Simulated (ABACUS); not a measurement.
CuI under changes of volume

One of the cells (27.401 Å³/atom); the others are scaled copies at fixed shape and fractional positions:

```
I Cu
1.0
     4.09020    0.00000    0.00000
     0.00000    4.09020    0.00000
     0.00000    0.00000    6.55146
I Cu
2 2
Cartesian
  0.0000 2.0451 4.8680
  2.0451 0.0000 1.6835
  0.0000 0.0000 0.0000
  2.0451 2.0451 0.0000
```

Measurements of this composition are mostly on another form, of space group No. 216.

| Property | Result |
| --- | --- |
| Program | ABACUS 3.10.1 |
| Functional | PBEsol |
| Potentials or basis | PseudoDojo NC SR 0.4.1 PBEsol standard |
| Cutoff | 1252 eV |
| Density cutoff | 5007 eV |
| Basis | plane waves |
| k mesh | 7 × 7 × 4 |
| Occupations | fermi-dirac, width 0.05 eV |
| Spin | no spin polarisation |

| volume (Å³/atom) | energy over the lowest point (meV/atom) | pressure (GPa) | gap on the mesh (eV) | largest force (eV/Å) |
| --- | --- | --- | --- | --- |
| 25.757 | 3.44 | 1.6 | 1.56 | 0.414 |
| 26.305 | 0.00 | 0.4 | 1.52 | 0.196 |
| 26.853 | 0.29 | -0.6 | 1.49 | 0.004 |
| 27.401 | 3.86 | -1.5 | 1.46 | 0.186 |
| 27.949 | 10.33 | -2.3 | 1.43 | 0.353 |
| 28.497 | 19.34 | -3.0 | 1.40 | 0.505 |
| 29.045 | ? | ? | ? | ? |

Problem. What does the run at 29.045 Å³/atom give?

Solution. Energy over the lowest point 30.59 meV/atom; pressure -3.6 GPa; gap on the mesh 1.37 eV; largest force 0.644 eV/Å.

Worked out: A Birch-Murnaghan fit of order 3 (a polynomial in V^(-2/3)) to the other rows has its minimum at 26.53 Å³/atom with B0 = V·E''(V) = 50 GPa and B' = 5.1 at fixed shape and positions, which overstates the stiffness. It gives 30.59 meV/atom at 29.045 Å³/atom, against the run's 30.59, and -dE/dV = -3.6 GPa, against -3.6. A straight line through the other rows of the gap, of slope -1.56 eV per unit of ln V (its deformation potential), extrapolates to 1.37 eV, against the run's 1.37.

Energies are extrapolated to zero smearing.

Caveats: spin-orbit coupling is left out, which moves the levels of the heavy elements; this functional lacks dispersion, which binds the layers, so the pressure and a relaxed spacing across them are unreliable.
